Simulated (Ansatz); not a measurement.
**Cu on Pd (Palladium) (100)**

Aim: for Pd (Palladium), find where and how strongly Cu adsorbs.

Method: DFT PBE, scalar-relativistic, plane waves, PAW, in Ansatz 0.2.0.

2 further runs of the same task are left out: 2 set aside as unsound or not needed.

## 1. The starting structure

It takes space group P4mm (No. 99, tetragonal). The conventional cell has a = 2.788 Å, b = 2.788 Å, c = 22.914 Å, α = 90.00°, β = 90.00°, γ = 90.00°. Pd (site symmetry 4mm) has 8 Pd at 2.79 Å as nearest neighbours. Around Pd (site symmetry 4mm) lie 12 Pd at 2.78 to 2.79 Å. Pd (site symmetry 4mm) is surrounded by 12 Pd at 2.77 to 2.79 Å. Pd (site symmetry 4mm) is surrounded by 8 Pd at 2.77 to 2.79 Å.

Structure file:

```cif
data_structure
_symmetry_space_group_name_H-M 'P 1'
_symmetry_Int_Tables_number 1
_cell_length_a 2.7877
_cell_length_b 2.7877
_cell_length_c 22.9136
_cell_angle_alpha 90.000
_cell_angle_beta 90.000
_cell_angle_gamma 90.000
_cell_volume 178.07
loop_
_atom_site_label
_atom_site_type_symbol
_atom_site_fract_x
_atom_site_fract_y
_atom_site_fract_z
_atom_site_occupancy
Pd1 Pd 0.50000 0.50000 0.37096 1
Pd2 Pd 0.00000 0.00000 0.45699 1
Pd3 Pd 0.50000 0.50000 0.54224 1
Pd4 Pd 0.00000 0.00000 0.62702 1
```

Planes are indexed in the bulk's conventional cell (Fm-3m (No. 225)), a = 3.942 Å, b = 3.942 Å, c = 3.942 Å, α = 90.00°, β = 90.00°, γ = 90.00°.

This (100) slab, 5.9 Å thick as cut, with 17 Å of vacuum; its outer planes are Pd (top) and Pd (bottom), was relaxed beforehand with its lower half held: -27889.9088 eV, work function 5.08 eV.

## 2. Cu at the top (Pd) site

Contents of input.yaml:

```yaml
crystal:
  lattice:
    - [2.7876806221, 0.0, 0.0]
    - [0.0, 2.7876806221, 0.0]
    - [0.0, 0.0, 24.9135636149]
  atoms:
    - { symbol: Pd, position: [0.5, 0.5, 0.3411796133] }
    - { symbol: Pd, position: [0.0, 0.0, 0.4203006857] }
    - { symbol: Pd, position: [0.5, 0.5, 0.4987076476] }
    - { symbol: Pd, position: [0.0, 0.0, 0.5766833525] }
    - { symbol: Cu, position: [0.0, 0.0, 0.6858608287] }
basis:
  ecutwfc: 420
kpoints:
  mp_grid: { grid: [10, 10, 1] }
hamiltonian:
  xc: pbe
scf:
  occupations: { method: gaussian, width: 0.1 }
output:
  forces: true
  eigenvalues: true
  write_density: true
  write_potential: true
  elf: true
  volumetric_format: npy
relax:
  adjacent_minimum: "off"
  f_tol: 0.03
  max_steps: 70
  constraints: [{ sites: [0, 1] }]
efield:
  axis: 3
  dipole_correction: true
```

Launch:

```console
ansatz run input.yaml --threads 1 --pin off --max-ram 2560MiB --backend cpu --events-out ev --progress --plain --runs-dir out
```

The session goes on with these runs: start: Cu, bridge (Pd-Pd); Cu at the hollow over Pd site.

What does the calculation give? Wanted: Cu: lowest end.

The runs gave:

| quantity | value |
| --- | --- |
| Cu: lowest end | E_ads -3.66 eV, from the hollow over Pd start, 4 bonded, 1.69 Å high |

In words: The strongest binding of Cu is 3.66 eV, a strong chemical bond when counted from the free atom, not from the element's molecule or solid; the ends span 0.86 eV. It lowers the work function by 0.61 eV, as a dipole layer with its positive end outwards does. The slab runs have no spin polarisation, while the free adsorbate has its spin; a moment that survived on the surface would lower E_ads. A start on a symmetric site keeps its symmetry, so an end may be a saddle point and not a minimum.
